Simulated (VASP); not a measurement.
Input of a VASP 6.6.1 run:

INCAR

```
PREC = Accurate
ENCUT = 520
EDIFF = 1E-6
ISMEAR = 0
SIGMA = 0.05
LREAL = False
LASPH = True
NELM = 60
ALGO = Fast
ISIF = 2
LWAVE = False
LCHARG = False
GGA = PE
NBANDS = 10
```

File KPOINTS:

```
Automatic mesh
0
Gamma
  18 18 18
```

The input POSCAR:

```
Re
1.0
    0.0000000000      1.9444197246      1.9444197246
    1.9444197246      0.0000000000      1.9444197246
    1.9444197246      1.9444197246      0.0000000000
Re
1
Direct
    0.0000000000      0.0000000000      0.0000000000
```

Potentials or basis: VASP PAW PBE potentials, release 64 (Re).

Launch:

```console
$ cat potpaw_PBE.64/Re/POTCAR > POTCAR
$ mpirun -np 1 vasp_std > vasp.out
```

(1) What does it give for the band gap on the k mesh?

(2) Estimate the pressure.

Answers

(1) none (metal or under the smearing width).

(2) 7.2 GPa.
